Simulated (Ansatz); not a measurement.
The cell comes from COD entry 9007661, which wasn't checked; take it as a given geometry. The listed cell was then made from it by scaling, straining or moving an atom.

MoS2: DFT, PBEsol, all-electron LAPW, scalar-relativistic (Ansatz 0.2.0). What sets it apart from a plain run of this crystal: zz strain of +2 %.

Command: `ansatz run input.yaml --threads 1 --pin off --max-ram 6144MiB --backend cpu --events-out ev --progress --plain --runs-dir out` The run took 4.5 min on 1 thread of Arm Neoverse V1 (shared host), peak memory 0.97 GiB.

```yaml
crystal:
  lattice:
    - [1.5815003568, 0.9130796567, 6.2457966]
    - [-1.5815003568, 0.9130796567, 6.2457966]
    - [0.0, -1.8261593134, 6.2457966]
  atoms:
    - { symbol: Mo, position: [0.0, 0.0, 0.0] }
    - { symbol: S, position: [0.7484, 0.7484, 0.7484] }
    - { symbol: S, position: [0.5849, 0.5849, 0.5849] }
kpoints:
  mp_grid: { grid: [13, 13, 13] }
  band_path:
    path:
      - [0.0, 0.0, 0.0]
      - [0.5, 0.5, 0.5]
      - [0.8190854483, 0.1809145517, 0.5]
      - [0.5, -0.1809145517, 0.1809145517]
      - [0.5, 0.0, 0.0]
      - [0.0, 0.0, 0.0]
      - [0.3404572758, -0.3404572758, 0.0]
      - [0.6595427242, 0.0, 0.3404572758]
      - [0.5, 0.0, 0.5]
    npoints: 5
scf:
  occupations: { method: fermi_dirac, width: 0.05 }
hamiltonian:
  xc: pbesol
  pseudopotentials: { kind: all_electron, lapw: { basis_error: 0.0005 } }
output:
  forces: true
  stress: true
  eigenvalues: true
```

Output (standing set-up lines are left out):

```
LAPW: plane waves up to 8.714 Å⁻¹, error target 5.0e-4 eV per atom; small_component_spin mean_spin; S in spheres of 1.064 Å, 14 of its electrons in bands, Dirac shells []; Mo in spheres of 1.319 Å, 30 of its electrons in bands, Dirac shells []
Crystal: 3 atoms, lattice volume = 54.115 Å³
Basis set: ecut = 289.3160661955289 eV, 623 PW (Γ), FFT grids on a1−a3, a2−a3, a3, exchange–correlation at level 2
Initial density: superposition of atomic densities (chi_scale 0.1, normalization cell, long waves kept (reshape's long-wave potential 0.17 eV rms))
iter 1 solved again at ethr=4.96e-3 eV; its pass at ethr=1.00e-1 eV (dr2=2.88e0 eV) is discarded
SCF iter   1: F=—  HF=-131814.618793 eV  |F-HF|=—  |Δ(HF+E_count)|=         —  Δρ=6.35e-2  dr2=2.88e0  ethr=4.96e-3  ⟨swp⟩=2.0  Hψ=53890  notcnv=0
preconditioner: auto → Resta (q_TF=auto, 2.760 Å⁻¹)  ε∞=5.2  [insulator: Δε(μ)=0.878 eV  Ē_g=10.445 eV  σ=0.050 eV  W_gap=1.00  n_scr=22 (ndim 8)  ℏωp=21.4 eV  f_vac=0.123  D(μ)=0.00/eV (n_scr^D=0)  ε∞_Penn≈5.2]
SCF iter   2: F=—  HF=-131813.837391 eV  |F-HF|=—  |Δ(HF+E_count)|=   7.81e-1  Δρ=3.64e-2  dr2=2.75e0  ethr=4.96e-3  ⟨swp⟩=3.0  Hψ=24486  notcnv=0
iter 3 solved again at ethr=4.21e-4 eV; its pass at ethr=4.74e-3 eV (dr2=2.44e-1 eV) is discarded
SCF iter   3: F=—  HF=-131813.324459 eV  |F-HF|=—  |Δ(HF+E_count)|=   5.13e-1  Δρ=1.81e-2  dr2=2.44e-1  ethr=4.21e-4  ⟨swp⟩=2.0  Hψ=38038  notcnv=0
SCF iter   4: F=—  HF=-131813.255222 eV  |F-HF|=—  |Δ(HF+E_count)|=         —  Δρ=3.88e-3  dr2=2.68e-2  ethr=4.20e-4  ⟨swp⟩=3.0  Hψ=23724  notcnv=0
the basis was enlarged: its passes take 10.2 MiB over the memory plan, 1 of 1 planned eigensolver slots
SCF iter   5: F=—  HF=-131813.250665 eV  |F-HF|=—  |Δ(HF+E_count)|=   4.56e-3  Δρ=2.43e-3  dr2=7.10e-3  ethr=4.63e-5  ⟨swp⟩=2.0  Hψ=23960  notcnv=0
SCF iter   6: F=—  HF=-131813.249504 eV  |F-HF|=—  |Δ(HF+E_count)|=   1.16e-3  Δρ=9.36e-4  dr2=9.19e-4  ethr=1.22e-5  ⟨swp⟩=2.0  Hψ=22638  notcnv=0
SCF iter   7: F=—  HF=-131813.249395 eV  |F-HF|=—  |Δ(HF+E_count)|=   1.08e-4  Δρ=1.13e-4  dr2=2.36e-5  ethr=1.58e-6  ⟨swp⟩=2.0  Hψ=22644  notcnv=0
SCF iter   8: F=—  HF=-131813.249410 eV  |F-HF|=—  |Δ(HF+E_count)|=   1.50e-5  Δρ=7.98e-5  dr2=9.47e-6  ethr=4.07e-8  ⟨swp⟩=3.0  Hψ=23622  notcnv=0
SCF iter   9: F=—  HF=-131813.249411 eV  |F-HF|=—  |Δ(HF+E_count)|=   4.15e-7  Δρ=1.78e-5  dr2=3.25e-7  ethr=1.63e-8  ⟨swp⟩=3.0  Hψ=23132  notcnv=0
SCF iter  10: F=-131813.249411 eV  HF=-131813.249411 eV  |F-HF|=9.11e-9  |Δ(HF+E_count)|=   1.41e-8  Δρ=4.59e-6  dr2=1.62e-8  ethr=5.61e-10  ⟨swp⟩=3.0  Hψ=23241  notcnv=0
SCF 1 converged in 10 iterations: F = -131813.249411 eV  dr2 = 1.62e-8
NSCF: frozen V_eff on 41 k-points
SCF converged after 10 iterations
Free energy (F): -131813.249411 eV
Harris-Foulkes:  -131813.249411 eV  (|F-HF|=9.11e-9)
Internal energy: -131813.249410 eV  (E = F + TS)
E sigma→0 (E₀):  -131813.249410 eV
Entropy (-TS):   -0.000001 eV (-0.000 meV/atom)
Fermi energy:    12.410492 eV
--- Per-component energies (eV) ---
  E_band       = -6813.622823
  E_kinetic    = 135892.398572
  E_xc         = -4673.518939
  E_electrostatic = -263032.129043  (all electrons and nuclei)
  E_smearing   = -0.000001  (= −TS)
  E_closure    = 0.000000  (closes the sum)
  E_atoms      = -131789.879735  (free atoms, spherical and without spin; not in F)
  Σ components = -131813.249411   (vs F -131813.249411, Δ=0.00e0)
  Basis errors (estimates in eV, not in F): energy 2.5e-4 per atom: plane waves 2.3e-4 (1.3e-4 summed), levels above the bands 1.5e-62, relativity 1.3e-8, radial functions 2.0e-5, core shells 4.4e-7; eigenvalues (radial functions only) 4.5e-7; not estimated: angular momenta, meshes, grids; target (lapw.basis_error) 5.0e-4; muffin-tin radii S 1.064 Å, Mo 1.319 Å
--- Forces (eV/Å), atoms counted from 1 ---
  atom   1  Mo     0.00000000    -0.00000000    -0.00319998
  atom   2  S      0.00000000     0.00000000     0.38958070
  atom   3  S      0.00000000    -0.00000000    -0.38642202
  max |Σ_I F_I| component: 4.13e-5 eV/Å
--- Stress (GPa, compression-positive) ---
       -0.462330       0.000000       0.000000
        0.000000      -0.462330      -0.000000
        0.000000      -0.000000       3.469992
  P = ⅓ Tr σ = 0.8484 GPa (8.484 kbar)
--- Band table (eV; the first three rows and the last of 231) ---
  k-point 0: bands = ["-364.0586", "-364.0398", "-364.0398", "-206.2213", "-206.2213", "-206.2089", "-206.2002", "-206.2002", "-193.5633", "-193.5597", "-138.6371", "-138.6371", "-138.6338", "-138.6338", "-138.5846", "-138.5801", "-49.4536", "-23.6498", "-23.4162", "-23.4162", "-3.0859", "-1.3754", "5.0259", "8.4822", "8.4822", "9.6434", "9.6434", "10.6652", "10.8723", "14.0570", "14.0570", "14.4936", "14.4936", "17.3631", "20.0196"]
  k-point 1: bands = ["-364.0586", "-364.0398", "-364.0398", "-206.2213", "-206.2213", "-206.2089", "-206.2002", "-206.2002", "-193.5633", "-193.5597", "-138.6371", "-138.6371", "-138.6338", "-138.6338", "-138.5846", "-138.5801", "-49.4512", "-23.6450", "-23.4404", "-23.4217", "-2.9928", "-1.3471", "5.1329", "8.2851", "8.5796", "9.2913", "9.4969", "10.7514", "10.9529", "13.9769", "14.1787", "14.2163", "14.3931", "17.7992", "20.1196"]
  k-point 2: bands = ["-364.0586", "-364.0398", "-364.0398", "-206.2213", "-206.2213", "-206.2089", "-206.2002", "-206.2002", "-193.5633", "-193.5597", "-138.6371", "-138.6371", "-138.6338", "-138.6338", "-138.5846", "-138.5801", "-49.4446", "-23.6317", "-23.5071", "-23.4368", "-2.7255", "-1.2658", "5.4157", "7.8168", "8.6387", "8.8558", "9.1421", "10.7046", "10.9351", "13.5898", "14.0399", "14.1339", "14.6060", "18.7548", "20.2748"]
  k-point 230: bands = ["-364.0586", "-364.0398", "-364.0398", "-206.2213", "-206.2213", "-206.2089", "-206.2002", "-206.2002", "-193.5633", "-193.5597", "-138.6371", "-138.6371", "-138.6338", "-138.6338", "-138.5846", "-138.5801", "-49.4512", "-23.6450", "-23.4404", "-23.4217", "-2.7994", "-1.6783", "5.9796", "8.2734", "8.3776", "8.5677", "9.5192", "9.7945", "11.8375", "13.9921", "14.2557", "14.2837", "14.3246", "17.8782", "20.8012"]
```
